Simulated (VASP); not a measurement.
# W (Im-3m) in VASP: further runs

Aim: see how the results for W move with the level of theory and the settings. Levels: LDA, PBE, PBEsol. Tasks: band structure.

Everything below comes from runs of VASP 6.6.1. Logs are shortened: lines on timing, memory, paths and dates and some standing lists are left out, and cuts for length are marked.

### 1 Starting point

The structure is cubic, space group Im-3m (No. 229). The conventional cell has a = 3.141 Å, b = 3.141 Å, c = 3.141 Å, α = 90.00°, β = 90.00°, γ = 90.00°. Around W (site symmetry m-3m) lie 8 W at 2.72 Å.

### 2 Band structure, LDA

INCAR reads:

```
ALGO     = Fast           # electronic algorithm
EDIFF    = 1E-6           # SCF threshold, eV
ENCUT    = 520            # plane-wave cutoff, eV
GGA      = CA             # functional
ICORELEVEL= 1            
ISIF     = 2              # what is computed and relaxed
ISMEAR   = 1              # smearing method
LASPH    = T              # aspherical terms in the spheres
LCHARG   = F              # write CHGCAR
LMAXMIX  = 4              # l up to which the mixer works
LREAL    = F              # projectors in reciprocal space
LWAVE    = F              # write WAVECAR
NBANDS   = 13             # bands
NELM     = 80             # most SCF steps
PREC     = Accurate       # precision mode
SIGMA    = 0.1            # smearing width, eV
```

KPOINTS reads:

```
k-points
0
Gamma
  16 16 16
```

POSCAR reads:

```
W                                       
1.0
   -1.5704380496      1.5704380496      1.5704380496
    1.5704380496     -1.5704380496      1.5704380496
    1.5704380496      1.5704380496     -1.5704380496
  W             
     1
Direct
     0.0000000000000000    0.0000000000000000    0.0000000000000000
```

KPOINTS_OPT reads:

```
explicit points
94
Reciprocal
 0.0000000000  0.0000000000  0.0000000000 1
 0.0357142857 -0.0357142857  0.0357142857 1
 0.0714285714 -0.0714285714  0.0714285714 1
 0.1071428571 -0.1071428571  0.1071428571 1
 0.1428571429 -0.1428571429  0.1428571429 1
 0.1785714286 -0.1785714286  0.1785714286 1
 0.2142857143 -0.2142857143  0.2142857143 1
 0.2500000000 -0.2500000000  0.2500000000 1
 0.2857142857 -0.2857142857  0.2857142857 1
 0.3214285714 -0.3214285714  0.3214285714 1
 0.3571428571 -0.3571428571  0.3571428571 1
 0.3928571429 -0.3928571429  0.3928571429 1
 0.4285714286 -0.4285714286  0.4285714286 1
 0.4642857143 -0.4642857143  0.4642857143 1
 0.5000000000 -0.5000000000  0.5000000000 1
 0.5000000000 -0.5000000000  0.5000000000 1
 0.4642857143 -0.4642857143  0.5000000000 1
 0.4285714286 -0.4285714286  0.5000000000 1
 0.3928571429 -0.3928571429  0.5000000000 1
 0.3571428571 -0.3571428571  0.5000000000 1
 0.3214285714 -0.3214285714  0.5000000000 1
 0.2857142857 -0.2857142857  0.5000000000 1
 0.2500000000 -0.2500000000  0.5000000000 1
 0.2142857143 -0.2142857143  0.5000000000 1
 0.1785714286 -0.1785714286  0.5000000000 1
 0.1428571429 -0.1428571429  0.5000000000 1
 0.1071428571 -0.1071428571  0.5000000000 1
 0.0714285714 -0.0714285714  0.5000000000 1
 0.0357142857 -0.0357142857  0.5000000000 1
 0.0000000000  0.0000000000  0.5000000000 1
 0.0000000000  0.0000000000  0.5000000000 1
 0.0000000000  0.0000000000  0.4642857143 1
 0.0000000000  0.0000000000  0.4285714286 1
 0.0000000000  0.0000000000  0.3928571429 1
 0.0000000000  0.0000000000  0.3571428571 1
 0.0000000000  0.0000000000  0.3214285714 1
 0.0000000000  0.0000000000  0.2857142857 1
 0.0000000000  0.0000000000  0.2500000000 1
 0.0000000000  0.0000000000  0.2142857143 1
 0.0000000000  0.0000000000  0.1785714286 1
 0.0000000000  0.0000000000  0.1428571429 1
 0.0000000000  0.0000000000  0.1071428571 1
 0.0000000000  0.0000000000  0.0714285714 1
 0.0000000000  0.0000000000  0.0357142857 1
 0.0000000000  0.0000000000  0.0000000000 1
 0.0000000000  0.0000000000  0.0000000000 1
 0.0178571429  0.0178571429  0.0178571429 1
 0.0357142857  0.0357142857  0.0357142857 1
 0.0535714286  0.0535714286  0.0535714286 1
 0.0714285714  0.0714285714  0.0714285714 1
 0.0892857143  0.0892857143  0.0892857143 1
 0.1071428571  0.1071428571  0.1071428571 1
 0.1250000000  0.1250000000  0.1250000000 1
 0.1428571429  0.1428571429  0.1428571429 1
 0.1607142857  0.1607142857  0.1607142857 1
 0.1785714286  0.1785714286  0.1785714286 1
 0.1964285714  0.1964285714  0.1964285714 1
 0.2142857143  0.2142857143  0.2142857143 1
 0.2321428571  0.2321428571  0.2321428571 1
 0.2500000000  0.2500000000  0.2500000000 1
 0.2500000000  0.2500000000  0.2500000000 1
 0.2678571429  0.1964285714  0.2678571429 1
 0.2857142857  0.1428571429  0.2857142857 1
 0.3035714286  0.0892857143  0.3035714286 1
 0.3214285714  0.0357142857  0.3214285714 1
 0.3392857143 -0.0178571429  0.3392857143 1
 0.3571428571 -0.0714285714  0.3571428571 1
 0.3750000000 -0.1250000000  0.3750000000 1
 0.3928571429 -0.1785714286  0.3928571429 1
 0.4107142857 -0.2321428571  0.4107142857 1
 0.4285714286 -0.2857142857  0.4285714286 1
 0.4464285714 -0.3392857143  0.4464285714 1
 0.4642857143 -0.3928571429  0.4642857143 1
 0.4821428571 -0.4464285714  0.4821428571 1
 0.5000000000 -0.5000000000  0.5000000000 1
 0.2500000000  0.2500000000  0.2500000000 1
 0.2321428571  0.2321428571  0.2678571429 1
 0.2142857143  0.2142857143  0.2857142857 1
 0.1964285714  0.1964285714  0.3035714286 1
 0.1785714286  0.1785714286  0.3214285714 1
 0.1607142857  0.1607142857  0.3392857143 1
 0.1428571429  0.1428571429  0.3571428571 1
 0.1250000000  0.1250000000  0.3750000000 1
 0.1071428571  0.1071428571  0.3928571429 1
 0.0892857143  0.0892857143  0.4107142857 1
 0.0714285714  0.0714285714  0.4285714286 1
 0.0535714286  0.0535714286  0.4464285714 1
 0.0357142857  0.0357142857  0.4642857143 1
 0.0178571429  0.0178571429  0.4821428571 1
 0.0000000000  0.0000000000  0.5000000000 1
 0.0000000000  0.0000000000  0.0000000000 1
 0.5000000000 -0.5000000000  0.5000000000 1
 0.2500000000  0.2500000000  0.2500000000 1
 0.0000000000  0.0000000000  0.5000000000 1
```

Potentials or basis: VASP PAW LDA potentials, release 64 (W_sv).

Run with:

```sh
> cat potpaw_LDA.64/W_sv/POTCAR > POTCAR
> mpirun -np 1 vasp_std > vasp.out
```

OUTCAR:

```text
EDIFF = 1E-6
   ENCUT = 520
   GGA = CA
   ISIF = 2
   ISMEAR = 1
   LASPH = T
   LREAL = F
   NELM = 80
   PREC = Accurate

 ion  position               nearest neighbor table
   1  0.000  0.000  0.000-

  LATTYP: Found a body centered cubic cell.
 ALAT       =     3.1408760992

  Lattice vectors:

 A1 = (  -1.5704380496,   1.5704380496,   1.5704380496)
 A2 = (   1.5704380496,  -1.5704380496,   1.5704380496)
 A3 = (   1.5704380496,   1.5704380496,  -1.5704380496)

Analysis of symmetry for initial positions (statically):
=====================================================================
 Subroutine PRICEL returns:
 Original cell was already a primitive cell.

 Routine SETGRP: Setting up the symmetry group for a
 body centered cubic supercell.

 Subroutine GETGRP returns: Found 48 space group operations
 (whereof 48 operations were pure point group operations)
 out of a pool of 48 trial point group operations.

The static configuration has the point symmetry O_h .

Analysis of symmetry for dynamics (positions and initial velocities):
=====================================================================
 Subroutine PRICEL returns:
 Original cell was already a primitive cell.

 Routine SETGRP: Setting up the symmetry group for a
 body centered cubic supercell.

 Subroutine GETGRP returns: Found 48 space group operations
 (whereof 48 operations were pure point group operations)
 out of a pool of 48 trial point group operations.

The dynamic configuration has the point symmetry O_h .

 Subroutine INISYM returns: Found 48 space group operations
 (whereof 48 operations are pure point group operations),
 and found     1 'primitive' translations

----------------------------------------------------------------------------------------

                                     Primitive cell

  volume of cell :      15.4925

  direct lattice vectors                    reciprocal lattice vectors
    -1.570438050  1.570438050  1.570438050     0.000000000  0.318382505  0.318382505
     1.570438050 -1.570438050  1.570438050     0.318382505  0.000000000  0.318382505
     1.570438050  1.570438050 -1.570438050     0.318382505  0.318382505  0.000000000

  length of vectors
     2.720078492  2.720078492  2.720078492     0.450260856  0.450260856  0.450260856

  position of ions in fractional coordinates (direct lattice)
     0.000000000  0.000000000  0.000000000

  ion indices of the primitive-cell ions
   primitive index   ion index
                 1           1

----------------------------------------------------------------------------------------

 KPOINTS: k-points

Automatic generation of k-mesh.
 Grid dimensions read from file:
 generate k-points for:   16   16   16

 Generating k-lattice:

  Cartesian coordinates                     Fractional coordinates (reciprocal lattice)
     0.000000000  0.019898907  0.019898907     0.062500000  0.000000000  0.000000000
     0.019898907  0.000000000  0.019898907     0.000000000  0.062500000  0.000000000
     0.019898907  0.019898907  0.000000000     0.000000000  0.000000000  0.062500000

  Length of vectors
     0.028141304  0.028141304  0.028141304

  Shift w.r.t. Gamma in fractional coordinates (k-lattice)
     0.000000000  0.000000000  0.000000000

 Subroutine IBZKPT returns following result:
 ===========================================

 Found    145 irreducible k-points:

 Following reciprocal coordinates:
            Coordinates               Weight
  0.000000  0.000000  0.000000      1.000000
  0.062500  0.000000  0.000000     12.000000
  0.125000  0.000000  0.000000     12.000000
  0.187500  0.000000  0.000000     12.000000
  0.250000  0.000000  0.000000     12.000000
  0.312500  0.000000  0.000000     12.000000
[... 16 lines left out ...]
  0.187500  0.187500  0.000000     24.000000
  0.250000  0.187500 -0.000000     48.000000
 [... further k-points ...]
   k-points           NKPTS =    145   k-points in BZ     NKDIM =    145   number of bands    NBANDS=     13
   number of dos      NEDOS =    301   number of ions     NIONS =      1
   total plane-waves  NPLWV =   8000
   dimension x,y,z NGX =    20 NGY =   20 NGZ =   20
   dimension x,y,z NGXF=    40 NGYF=   40 NGZF=   40
   ions per type =               1
   NGX,Y,Z   is equivalent  to a cutoff of  12.22, 12.22, 12.22 a.u.
   NGXF,Y,Z  is equivalent  to a cutoff of  24.45, 24.45, 24.45 a.u.
 SYSTEM =  unknown system
   PREC   = accura    normal or accurate (medium, high low for compatibility)
   ISTART =      0    job   : 0-new  1-cont  2-samecut
   ICHARG =      2    charge: 1-file 2-atom 10-const
   ISPIN  =      1    spin polarized calculation?
   LNONCOLLINEAR =      F non collinear calculations
   LSORBIT =      F    spin-orbit coupling
   LASPH  =      T    aspherical Exc in radial PAW
   ENCUT  =  520.0 eV  38.22 Ry    6.18 a.u.   5.06  5.06  5.06*2*pi/ulx,y,z
   NELM   =     80;   NELMIN=  2; NELMDL= -5     # of ELM steps
   EDIFF  = 0.1E-05   stopping-criterion for ELM
   LREAL  =      F    real-space projection
   EDIFFG = 0.1E-04   stopping-criterion for IOM
   NSW    =      0    number of steps for IOM
   IBRION =     -1    ionic relax: 0-MD 1-quasi-New 2-CG
   NFREE  =      0    steps in history (QN), initial steepest desc. (CG)
   ISIF   =      2    stress and relaxation
   ISYM   =      2    0-nonsym 1-usesym 2-fastsym
   POTIM  = 0.5000    time-step for ionic-motion
   TEBEG  =    0.0;   TEEND  =   0.0 temperature during run
   PSTRESS=    0.0 pullay stress
   NELECT =      14.0000    total number of electrons
   NUPDOWN=      -1.0000    fix difference up-down
   EMIN   =  10.00;   EMAX   =-10.00  energy-range for DOS
   EFERMI =   0.00;   METHOD = LEGACY
   ISMEAR =     1;   SIGMA  =   0.10  broadening in eV -4-tet -1-fermi 0-gaus
   EFERMI_NEDOS =   21; number of points for ismear=-14 and -15
   IALGO  =     68    algorithm
   IMIX   =      4    mixing-type and parameters
     AMIX     =   0.40;   BMIX     =  1.00
     AMIX_MAG =   1.60;   BMIX_MAG =  1.00
  volume/ion in A,a.u.               =      15.49       104.55
  Fermi-wavevector in a.u.,A,eV,Ry     =   1.582742  2.990948 34.083563  2.505071
  Thomas-Fermi vector in A             =   2.682618
   LORBIT       =      0    0 simple, 1 ext, 2 COOP (PROOUT), +10 PAW based schemes
   GGA     = CA    functional components
   LHFCALC =     F    Hartree Fock is set to
   AEXX    =    0.0000 exact exchange contribution
   IVDW    =     0    specifies the selected vdW correction
   LEPSILON=     F    determine dielectric tensor
   LRPA    =     F    only Hartree local field effects (RPA)
 non-spin polarized calculation
 RMM-DIIS sequential band-by-band and
 Methfessel and Paxton  Order N= 1 SIGMA  =   0.10
  energy-cutoff  :      520.00
  volume of cell :       15.49
 maximum number of plane-waves:       430
   NGX = 11   NGY = 11   NGZ = 11

 number of electron      14.0000004 magnetization

 Free energy of the ion-electron system (eV)
  ---------------------------------------------------
  ext. energy  EPLUGINS =         0.00000000
  ---------------------------------------------------
  free energy    TOTEN  =       -14.10932955 eV

  energy without entropy =      -14.10861150  energy(sigma->0) =      -14.10909020

 the core state eigenenergies are
   1-  1s -68974.2075  2s -11903.7234  2p -10424.1715  3s  -2729.5910  3p  -2290.4919
       3d  -1783.6120  4s   -548.8187  4p   -404.4312  4d   -220.9372  4f    -16.7837

 E-fermi :  11.6851     XC(G=0): -13.9583

 val. band max:       11.6782567190   @ k =  -0.2500   0.2500   0.1250
 cond. band min:      11.6851451411   @ k =  -0.3125   0.3125   0.1875
 fundamental gap:      0.0068884220
 Fermi energy:        11.6851000495

 k-point     1 :       0.0000    0.0000    0.0000
  band No.  band energies     occupation
      1     -62.0624      2.00000
      2     -25.8340      2.00000
      3     -25.8340      2.00000
      4     -25.8340      2.00000
      5       1.9858      2.00000
      6      10.3559      2.00000
      7      10.3559      2.00000
      8      10.3559      2.00000
      9      13.8979      0.00000
     10      13.8979      0.00000
     11      26.2814      0.00000
     12      26.2814      0.00000
     13      26.2814      0.00000
[... 354 lines left out ...]
  band No.  band energies     occupation
      1     -61.9268      2.00000
      2     -26.9462      2.00000
      3     -26.2970      2.00000
      4     -25.9568      2.00000
      5       6.2739      2.00000
      6       8.4331      2.00000
      7       9.3304      2.00000
      8      13.2120     -0.00000
      9      14.7936      0.00000
     10      17.1440      0.00000
     11      24.4346      0.00000
     12      27.2373      0.00000
     13      29.1792      0.00000

 [... further k-points ...]

------------------------ aborting loop because EDIFF is reached ----------------------------------------

  FORCE on cell =-STRESS in cart. coord.  units (eV):
  Direction    XX          YY          ZZ          XY          YZ          ZX
  --------------------------------------------------------------------------------------
  -------------------------------------------------------------------------------------
  Total       -0.0069587     -0.0069587     -0.0069587     -0.0000000      0.0000000     -0.0000000
  in kB       -0.7196465     -0.7196465     -0.7196465     -0.0000000      0.0000000     -0.0000000
  external PRESSURE =      -0.7196465 kB  Pullay stress =       0.0000000 kB

 VOLUME and BASIS-vectors are now :
 -----------------------------------------------------------------------------
  energy-cutoff  :      520.00
  volume of cell :       15.49
      direct lattice vectors                 reciprocal lattice vectors
    -1.570438050  1.570438050  1.570438050     0.000000000  0.318382505  0.318382505
     1.570438050 -1.570438050  1.570438050     0.318382505  0.000000000  0.318382505
     1.570438050  1.570438050 -1.570438050     0.318382505  0.318382505  0.000000000

 POSITION                                       TOTAL-FORCE (eV/Angst)
 -----------------------------------------------------------------------------------
      0.00000      0.00000      0.00000        -0.000000     -0.000000     -0.000000
 -----------------------------------------------------------------------------------
    total drift:                                0.000000     -0.000000      0.000000

  FREE ENERGIE OF THE ION-ELECTRON SYSTEM (eV)
  ---------------------------------------------------
  free  energy   TOTEN  =       -14.1093295529 eV

  energy  without entropy=      -14.1086114968  energy(sigma->0) =      -14.10909020
```

Run time: 14 s. Hardware: 1 thread of Intel Xeon 6975P-C (Granite Rapids), shared host; peak memory 0.15 GiB.

What came out:

```yaml
Free_energy: -14.1093 eV
Pressure: -0.1 GPa
Band_gap_along_the_path: none (metal or under the smearing width)
```

Levels at the corners of the path, in eV from the Fermi level:
| point | band 3 | band 4 | band 5 | band 6 | band 7 | band 8 | band 9 | band 10 | band 11 | band 12 |
| --- | --- | --- | --- | --- | --- | --- | --- | --- | --- | --- |
| Γ | -37.52 | -37.52 | -9.70 | -1.33 | -1.33 | -1.33 | 2.21 | 2.21 | 14.60 | 14.60 |
| H | -38.50 | -38.50 | -6.07 | -6.07 | 5.28 | 5.28 | 5.28 | 8.51 | 8.51 | 8.51 |
| H | -38.50 | -38.50 | -6.07 | -6.07 | 5.28 | 5.28 | 5.28 | 8.51 | 8.51 | 8.51 |
| N | -37.98 | -37.53 | -6.44 | -3.73 | 0.89 | 2.13 | 3.12 | 6.31 | 11.44 | 11.59 |
| N | -37.98 | -37.53 | -6.44 | -3.73 | 0.89 | 2.13 | 3.12 | 6.31 | 11.44 | 11.59 |
| Γ | -37.52 | -37.52 | -9.70 | -1.33 | -1.33 | -1.33 | 2.21 | 2.21 | 14.60 | 14.60 |
| Γ | -37.52 | -37.52 | -9.70 | -1.33 | -1.33 | -1.33 | 2.21 | 2.21 | 14.60 | 14.60 |
| P | -38.24 | -38.24 | -3.01 | -3.01 | -3.01 | 3.29 | 3.29 | 6.82 | 12.58 | 12.58 |
| P | -38.24 | -38.24 | -3.01 | -3.01 | -3.01 | 3.29 | 3.29 | 6.82 | 12.58 | 12.58 |
| H | -38.50 | -38.50 | -6.07 | -6.07 | 5.28 | 5.28 | 5.28 | 8.51 | 8.51 | 8.51 |
| P | -38.24 | -38.24 | -3.01 | -3.01 | -3.01 | 3.29 | 3.29 | 6.82 | 12.58 | 12.58 |
| N | -37.98 | -37.53 | -6.44 | -3.73 | 0.89 | 2.13 | 3.12 | 6.31 | 11.44 | 11.59 |

Core levels (eV, on the scale of the bands):
```tsv
atom	levels
1 W	1s -68974.2, 2s -11903.7, 2p -10424.2, 3s -2729.6, 3p -2290.5, 3d -1783.6, 4s -548.8, 4p -404.4, 4d -220.9, 4f -16.8
```

Caveat: spin-orbit coupling is left out, which moves the levels of the heavy elements.

[end of part 1 of 2]
